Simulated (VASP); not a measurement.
# BeC2 (I4/mmm) in VASP: phonons with PBE

Aim: the phonons of BeC2 with PBE.

Everything below comes from runs of VASP 6.6.1. Logs are shortened: lines on timing, memory, paths and dates and some standing lists are left out, and cuts for length are marked.

## Step 1: The crystal as given

It takes space group I4/mmm (No. 139, tetragonal). Conventional cell: a = 3.318 Å, b = 3.318 Å, c = 4.654 Å, α = 90.00°, β = 90.00°, γ = 90.00°. Be (site symmetry 4/mmm) is surrounded by 2 C at 1.70 Å. C (site symmetry 4mm) has 1 C at 1.25 Å as nearest neighbours.

The cell comes from a database or a generator and needn't be the stable form of this composition.

## Step 2: Phonons, PBE

INCAR

```
SYSTEM = BeC2
PREC = Accurate
ENCUT = 520
EDIFF = 1E-8
ISMEAR = 0
SIGMA = 0.01
LREAL = .FALSE.
LASPH = .TRUE.
NELM = 100
ALGO = Normal
ISIF = 2
LWAVE = .FALSE.
LCHARG = .TRUE.
GGA = PE
NBANDS = 12
IBRION = 8
NSW = 1
LEPSILON = .TRUE.
```

KPOINTS

```
Automatic mesh
0
G
  8 8 8
  0 0 0
```

POSCAR

```
BeC2
1.0
   -1.6588558808      1.6588558808      2.3268201491
    1.6588558808     -1.6588558808      2.3268201491
    1.6588558808      1.6588558808     -2.3268201491
Be C
1 2
Direct
    0.0000000000      0.0000000000      0.0000000000
    0.6341882311      0.6341882311      0.0000000000
    0.3658117689      0.3658117689      0.0000000000
```

Potentials or basis: VASP PAW PBE potentials, release 64 (Be, C).

Run with:

```bash
> cat potpaw_PBE.64/Be/POTCAR potpaw_PBE.64/C/POTCAR > POTCAR
> mpirun -np 1 vasp_std > vasp.out
```

OUTCAR:

```text
SYSTEM = BeC2
   PREC = Accurate
   ENCUT = 520
   EDIFF = 1E-8
   ISMEAR = 0
   LREAL = .FALSE.
   LASPH = .TRUE.
   NELM = 100
   ISIF = 2
   GGA = PE
   IBRION = 8
   NSW = 1
   LEPSILON = .TRUE.

 ion  position               nearest neighbor table
   1  0.000  0.000  0.000-   2 1.70   3 1.70
   2  0.634  0.634  0.000-   3 1.25   1 1.70
   3  0.366  0.366  0.000-   2 1.25   1 1.70

  LATTYP: Found a body centered tetragonal cell.
 ALAT       =     3.3177117616
 C/A-ratio  =     1.4026656420

  Lattice vectors:

 A1 = (  -1.6588558808,   1.6588558808,   2.3268201491)
 A2 = (   1.6588558808,  -1.6588558808,   2.3268201491)
 A3 = (   1.6588558808,   1.6588558808,  -2.3268201491)

Analysis of symmetry for initial positions (statically):
=====================================================================
 Subroutine PRICEL returns:
 Original cell was already a primitive cell.

 Routine SETGRP: Setting up the symmetry group for a
 body centered tetragonal supercell.

 Subroutine GETGRP returns: Found 16 space group operations
 (whereof 16 operations were pure point group operations)
 out of a pool of 16 trial point group operations.

The static configuration has the point symmetry D_4h.

Analysis of symmetry for dynamics (positions and initial velocities):
=====================================================================
 Subroutine PRICEL returns:
 Original cell was already a primitive cell.

 Routine SETGRP: Setting up the symmetry group for a
 body centered tetragonal supercell.

 Subroutine GETGRP returns: Found 16 space group operations
 (whereof 16 operations were pure point group operations)
 out of a pool of 16 trial point group operations.

The dynamic configuration has the point symmetry D_4h.

 Subroutine INISYM returns: Found 16 space group operations
 (whereof 16 operations are pure point group operations),
 and found     1 'primitive' translations

----------------------------------------------------------------------------------------

                                     Primitive cell

  volume of cell :      25.6118

  direct lattice vectors                    reciprocal lattice vectors
    -1.658855881  1.658855881  2.326820149     0.000000000  0.301412561  0.214885538
     1.658855881 -1.658855881  2.326820149     0.301412561  0.000000000  0.214885538
     1.658855881  1.658855881 -2.326820149     0.301412561  0.301412561  0.000000000

  length of vectors
     3.304193952  3.304193952  3.304193952     0.370169322  0.370169322  0.426261732

  position of ions in fractional coordinates (direct lattice)
     0.000000000  0.000000000  0.000000000
     0.634188231  0.634188231  0.000000000
     0.365811769  0.365811769  0.000000000

  ion indices of the primitive-cell ions
   primitive index   ion index
                 1           1
                 2           2
                 3           3

----------------------------------------------------------------------------------------

 KPOINTS: Automatic mesh

Automatic generation of k-mesh.
 Grid dimensions read from file:
 generate k-points for:    8    8    8

 Generating k-lattice:

  Cartesian coordinates                     Fractional coordinates (reciprocal lattice)
     0.000000000  0.037676570  0.026860692     0.125000000 -0.000000000  0.000000000
     0.037676570  0.000000000  0.026860692    -0.000000000  0.125000000  0.000000000
     0.037676570  0.037676570  0.000000000     0.000000000  0.000000000  0.125000000

  Length of vectors
     0.046271165  0.046271165  0.053282717

  Shift w.r.t. Gamma in fractional coordinates (k-lattice)
     0.000000000  0.000000000  0.000000000

 Subroutine IBZKPT returns following result:
 ===========================================

 Found     59 irreducible k-points:
[... 494 lines left out ...]
 ------------------------------------------------------

 Free energy of the ion-electron system (eV)
  ---------------------------------------------------
  ---------------------------------------------------
  free energy    TOTEN  =        -0.44856815 eV

  energy without entropy =       -0.44856815

------------------------ aborting loop because EDIFF is reached ----------------------------------------

--------------------------------------- Ionic step        2  -------------------------------------------

------------------------ aborting loop because EDIFF is reached ----------------------------------------

--------------------------------------- Ionic step        3  -------------------------------------------

------------------------ aborting loop because EDIFF is reached ----------------------------------------

 PIEZOELECTRIC TENSOR FIELD DIRECTION 3  (e Angst)
 -----------------------------------------------------------------------------
    -0.00084  0.00000  0.00000           (  0.00000  0.00000  0.00000)
     0.00000 -0.00084 -0.00000           (  0.00000  0.00000  0.00000)
     0.00000  0.00000  0.00228           (  0.00000  0.00000  0.00001)

 PIEZOELECTRIC TENSOR FIELD DIRECTION 3  (C/m^2)
 -----------------------------------------------------------------------------
    -0.00052  0.00000  0.00000
     0.00000 -0.00052 -0.00000
     0.00000  0.00000  0.00143

--------------------------------------- Ionic step        4  -------------------------------------------

------------------------ aborting loop because EDIFF is reached ----------------------------------------

[... ionic steps 5 to 5 ...]

--------------------------------------- Ionic step        6  -------------------------------------------

------------------------ aborting loop because EDIFF is reached ----------------------------------------

--------------------------------------- Ionic step        7  -------------------------------------------

------------------------ aborting loop because EDIFF is reached ----------------------------------------

[... ionic steps 8 to 8 ...]

--------------------------------------- Ionic step        9  -------------------------------------------

 Free energy of the ion-electron system (eV)
  ---------------------------------------------------
  ---------------------------------------------------
  free energy    TOTEN  =        -0.13946419 eV

  energy without entropy =       -0.13946419

------------------------ aborting loop because EDIFF is reached ----------------------------------------

 INTERNAL STRAIN TENSOR  FOR ION    2  DIRECTION 3   (eV/Angst):
 -----------------------------------------------------------------------------
     0.30443  0.00000  0.00000
     0.00000  0.30443  0.00000
     0.00000  0.00000-74.57444

 MACROSCOPIC STATIC DIELECTRIC TENSOR (including local field effects in DFT)
 ------------------------------------------------------
           6.978523     0.000000     0.000000
           0.000000     6.978523     0.000000
          -0.000000     0.000000     9.990500
 ------------------------------------------------------

 PIEZOELECTRIC TENSOR (including local field effects)  for field in x, y, z        (e  Angst)
          XX          YY          ZZ          XY          YZ          ZX
  --------------------------------------------------------------------------------
  x     0.00000     0.00000     0.00000     0.00000     0.00000     0.00000
  y     0.00000     0.00000     0.00000     0.00000     0.00000     0.00000
  z     0.00000     0.00000     0.00000     0.00000     0.00000     0.00000

 PIEZOELECTRIC TENSOR (including local field effects)  for field in x, y, z        (C/m^2)
          XX          YY          ZZ          XY          YZ          ZX
  --------------------------------------------------------------------------------
  x     0.00000     0.00000     0.00000     0.00000     0.00000     0.00000
  y     0.00000     0.00000     0.00000     0.00000     0.00000     0.00000
  z     0.00000     0.00000     0.00000     0.00000     0.00000     0.00000

 BORN EFFECTIVE CHARGES (including local field effects) (in |e|, cummulative output)
 ---------------------------------------------------------------------------------
 ion    1
    1     2.89769    -0.00000    -0.00000
    2     0.00000     2.89769     0.00000
    3     0.00000    -0.00000     1.23909
 ion    2
    1    -1.44885    -0.00000     0.00000
    2     0.00000    -1.44885     0.00000
    3     0.00000     0.00000    -0.61955
 ion    3
    1    -1.44885     0.00000     0.00000
    2     0.00000    -1.44885     0.00000
    3     0.00000     0.00000    -0.61955

 INTERNAL STRAIN TENSOR FOR ION    3 for displacements in x,y,z  (eV/Angst):
          X           Y           Z          XY          YZ          ZX
  --------------------------------------------------------------------------------
  x     0.00000     0.00000     0.00000     0.00000     0.00000    -1.86467
  y     0.00000     0.00000     0.00000     0.00000    -2.59267     0.00000
  z    -0.30443    -0.30443    74.57444     0.00000     0.00000     0.00000

 SECOND DERIVATIVES (NOT SYMMETRIZED)
 ------------------------------------
               1X          1Y          1Z          2X          2Y          2Z          3X          3Y          3Z
  1X     4.984827    0.000000    0.000000   -2.492413    0.000000    0.000000   -2.492413    0.000000    0.000000
  1Y     0.000000    4.984827   -0.000000    0.000000   -2.492413    0.000000    0.000000   -2.492413    0.000000
  1Z     0.000000   -0.000000  -27.576246    0.000000    0.000000   13.788123    0.000000    0.000000   13.788123
  2X    -2.493292    0.000000    0.000000   -3.172557    0.000000    0.000000    5.665849    0.000000    0.000000
  2Y     0.000000   -2.493292    0.000000    0.000000   -3.172557    0.000000    0.000000    5.665849   -0.000000
  2Z     0.000000   -0.000000   13.786129    0.000000   -0.000000  -91.409854    0.000000    0.000000   77.623725
  3X    -2.493292    0.000000    0.000000    5.665849    0.000000    0.000000   -3.172557    0.000000    0.000000
  3Y     0.000000   -2.493292    0.000000    0.000000    5.665849   -0.000000    0.000000   -3.172557    0.000000
  3Z     0.000000   -0.000000   13.786129    0.000000    0.000000   77.623725    0.000000   -0.000000  -91.409854

 Eigenvectors and eigenvalues of the dynamical matrix
 ----------------------------------------------------

   1 f  =   58.647248 THz   368.491526 2PiTHz 1956.261615 cm-1   242.545419 meV
             X         Y         Z           dx          dy          dz
      0.000000  0.000000  0.000000    -0.000000    0.000000    0.000000
      0.000000  0.000000  2.951284     0.000000   -0.000000   -0.707107
      0.000000  0.000000  1.702356    -0.000000    0.000000    0.707107
[... 43 lines left out ...]
   9 f/i=   13.634667 THz    85.669139 2PiTHz  454.803535 cm-1    56.388426 meV
             X         Y         Z           dx          dy          dz
      0.000000  0.000000  0.000000    -0.824693   -0.216748    0.000000
      0.000000  0.000000  2.951284     0.357260    0.093896    0.000000
      0.000000  0.000000  1.702356     0.357260    0.093896    0.000000

--------------------------------------------------------------------------------------------------------

 MACROSCOPIC STATIC DIELECTRIC TENSOR IONIC CONTRIBUTION
 ------------------------------------------------------
           0.000000    -0.000000     0.000000
          -0.000000    -0.000000    -0.000000
           0.000000    -0.000000     0.393386
 ------------------------------------------------------

 ELASTIC MODULI CONTR FROM IONIC RELAXATION (kBar)
 Direction    XX          YY          ZZ          XY          YZ          ZX
 --------------------------------------------------------------------------------
 XX          -0.0686     -0.0686     16.8036      0.0000      0.0000     -0.0000
 YY          -0.0686     -0.0686     16.8036      0.0000      0.0000     -0.0000
 ZZ          16.8036     16.8036  -4116.3044      0.0000     -0.0000      0.0000
 XY           0.0000      0.0000      0.0000      0.0000      0.0000      0.0000
 YZ           0.0000      0.0000     -0.0000      0.0000    -95.1528      0.0000
 ZX          -0.0000     -0.0000      0.0000      0.0000      0.0000    -49.2189
 --------------------------------------------------------------------------------

 PIEZOELECTRIC TENSOR IONIC CONTR  for field in x, y, z        (C/m^2)
          XX          YY          ZZ          XY          YZ          ZX
  --------------------------------------------------------------------------------
  x    -0.00000    -0.00000     0.00000     0.00000     0.00000    -0.00000
  y    -0.00000    -0.00000     0.00000     0.00000    -0.00000    -0.00000
  z     0.00000     0.00000    -0.00000     0.00000     0.00000    -0.00000
```

Run time: 2.7 min. Hardware: 1 thread of Intel Xeon 6975P-C (Granite Rapids), shared host; peak memory 0.25 GiB.

Results:

* Electronic dielectric tensor (diagonal): 6.98, 6.98, 9.99
* Born charges (mean of the diagonal): Be +2.34; C -1.17 e
* Highest phonon frequency at Γ, LO-TO splitting left out: 1956 cm⁻¹
* Most unstable mode: 455i cm⁻¹

Phonon frequencies in cm⁻¹ (negative: imaginary):
| q point | frequencies |
| --- | --- |
| (0.000, 0.000, 0.000) | -455 -455 0 0 0 447 447 1070 1956 |

Electronic dielectric tensor:
```
6.98 0.00 0.00
0.00 6.98 0.00
0.00 0.00 9.99
```

Born effective charge tensors (e):
atom 1, Be
```
2.90 0.00 0.00
0.00 2.90 0.00
0.00 0.00 1.24
```
atom 2, C
```
-1.45  0.00  0.00
 0.00 -1.45  0.00
 0.00  0.00 -0.62
```
atom 3, C
```
-1.45  0.00  0.00
 0.00 -1.45  0.00
 0.00  0.00 -0.62
```

Caveat: the atoms weren't relaxed first, which shifts response properties; some modes are imaginary; the standard files for N, O and F lose accuracy on very short bonds.
